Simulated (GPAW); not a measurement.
Crystal: MgO.

```
Mg O
1.0
     0.00000    2.09700    2.09700
     2.09700    0.00000    2.09700
     2.09700    2.09700    0.00000
Mg O
1 1
Direct
  0.00000 0.00000 0.00000
  0.50000 0.50000 0.50000
```

The cell is a database's computed one.

Program: GPAW 26.7.0. Alike in all runs: task band structure; no spin polarisation; cell as given; k mesh 11 × 11 × 11; cutoff (eV) 800; smearing fermi-dirac 0.05 eV.

Question: Order these runs on this cell by their band gap on the k mesh, lowest first.
A. level PBEsol; potentials or basis PAW data sets generated in the run's folder for this functional, pw; band points 100
B. level RPBE; potentials or basis the program's PAW data sets (release 1.2.1) made for this functional, pw; band points 80
C. level r2SCAN; potentials or basis GPAW PAW data sets (gpaw-data 1.2.1), pw; band points 80

Answer: A (4.78 eV), B (5.00 eV), C (5.80 eV).

Runs at the PBE level aren't shown here.
